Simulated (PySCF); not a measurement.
gamma-butyrolactone, C4H6O2.
SMILES with atom numbers: `[O:1]=[C:2]1[CH2:3][CH2:4][CH2:5][O:6]1` (hydrogens: H7, H8 on C3; H9, H10 on C4; H11, H12 on C5)

The same species was optimised twice, with GFN2-xTB and with PBE0-D3(BJ)/def2-SVP (PySCF), and the same property calculations (PySCF, gas phase) were run on both structures.

```json
{"coordinate": "C2–O6 (Å)", "GFN2-xTB": "1.341", "PBE0-D3(BJ)/def2-SVP": "1.353", "change": "+0.012"}
{"coordinate": "C4–C5 (Å)", "GFN2-xTB": "1.534", "PBE0-D3(BJ)/def2-SVP": "1.526", "change": "-0.008"}
{"coordinate": "C2–C3 (Å)", "GFN2-xTB": "1.524", "PBE0-D3(BJ)/def2-SVP": "1.518", "change": "-0.006"}
{"coordinate": "C3–C4 (Å)", "GFN2-xTB": "1.524", "PBE0-D3(BJ)/def2-SVP": "1.520", "change": "-0.004"}
{"coordinate": "O1=C2 (Å)", "GFN2-xTB": "1.195", "PBE0-D3(BJ)/def2-SVP": "1.193", "change": "-0.002"}
{"coordinate": "C5–O6 (Å)", "GFN2-xTB": "1.420", "PBE0-D3(BJ)/def2-SVP": "1.421", "change": "+0.001"}
{"coordinate": "O1–C2–C3 (°)", "GFN2-xTB": "127.2", "PBE0-D3(BJ)/def2-SVP": "128.7", "change": "+1.5"}
{"coordinate": "C3–C2–O6 (°)", "GFN2-xTB": "109.7", "PBE0-D3(BJ)/def2-SVP": "108.6", "change": "-1.1"}
{"coordinate": "C3–C4–C5 (°)", "GFN2-xTB": "102.1", "PBE0-D3(BJ)/def2-SVP": "101.3", "change": "-0.8"}
{"coordinate": "C4–C5–O6 (°)", "GFN2-xTB": "106.1", "PBE0-D3(BJ)/def2-SVP": "105.4", "change": "-0.7"}
{"coordinate": "O1–C2–O6 (°)", "GFN2-xTB": "123.1", "PBE0-D3(BJ)/def2-SVP": "122.7", "change": "-0.4"}
{"coordinate": "C2–O6–C5 (°)", "GFN2-xTB": "111.5", "PBE0-D3(BJ)/def2-SVP": "111.2", "change": "-0.3"}
{"coordinate": "C2–C3–C4 (°)", "GFN2-xTB": "103.1", "PBE0-D3(BJ)/def2-SVP": "103.1", "change": "0.0"}
```

Rotational constants: A = 7327, B = 3627, C = 2577 MHz (GFN2-xTB) against A = 7364, B = 3615, C = 2589 MHz (PBE0-D3(BJ)/def2-SVP). Point groups within 0.08 Å: C1 and C1. Atoms that the bonding makes alike are paired by their places after alignment.

On the GFN2-xTB structure: HOMO (eV) -7.79 [PBE0/pcSseg-1]; LUMO (eV) 0.37 [PBE0/pcSseg-1]; dipole (D) 4.71 [PBE0/pcSseg-1]; GIAO shielding of O1 (ppm) -98.1 [PBE0/pcSseg-1]; GIAO shielding of C2 (ppm) 7.7 [PBE0/pcSseg-1]; GIAO shielding of C3 (ppm) 156.7 [PBE0/pcSseg-1]; GIAO shielding of C4 (ppm) 161.3 [PBE0/pcSseg-1]; GIAO shielding of C5 (ppm) 117.5 [PBE0/pcSseg-1]; GIAO shielding of O6 (ppm) 117.6 [PBE0/pcSseg-1].

Question: What do these properties become on the PBE0-D3(BJ)/def2-SVP structure?

Answer: 
| property | level | on GFN2-xTB | on PBE0-D3(BJ)/def2-SVP | change |
| --- | --- | --- | --- | --- |
| HOMO (eV) | PBE0/pcSseg-1 | -7.79 | -7.85 | -0.06 |
| LUMO (eV) | PBE0/pcSseg-1 | 0.37 | 0.31 | -0.06 |
| dipole (D) | PBE0/pcSseg-1 | 4.71 | 4.67 | -0.04 |
| energy, GFN2-xTB geometry as zero (kcal/mol) | PBE0/pcSseg-1 | 0.0 | -0.2 | -0.2 |
| GIAO shielding of O1 (ppm) | PBE0/pcSseg-1 | -98.1 | -97.4 | +0.7 |
| GIAO shielding of C2 (ppm) | PBE0/pcSseg-1 | 7.7 | 7.9 | +0.2 |
| GIAO shielding of C3 (ppm) | PBE0/pcSseg-1 | 156.7 | 155.4 | -1.3 |
| GIAO shielding of C4 (ppm) | PBE0/pcSseg-1 | 161.3 | 158.8 | -2.5 |
| GIAO shielding of C5 (ppm) | PBE0/pcSseg-1 | 117.5 | 117.0 | -0.5 |
| GIAO shielding of O6 (ppm) | PBE0/pcSseg-1 | 117.6 | 111.6 | -6.0 |

The heavy atoms differ by 0.022 Å rms after alignment (one structure mirrored). Among bonds between heavy atoms C2–O6 changes most (+0.012 Å). Changes are differences of the printed values. Neither structure is proved a minimum here.
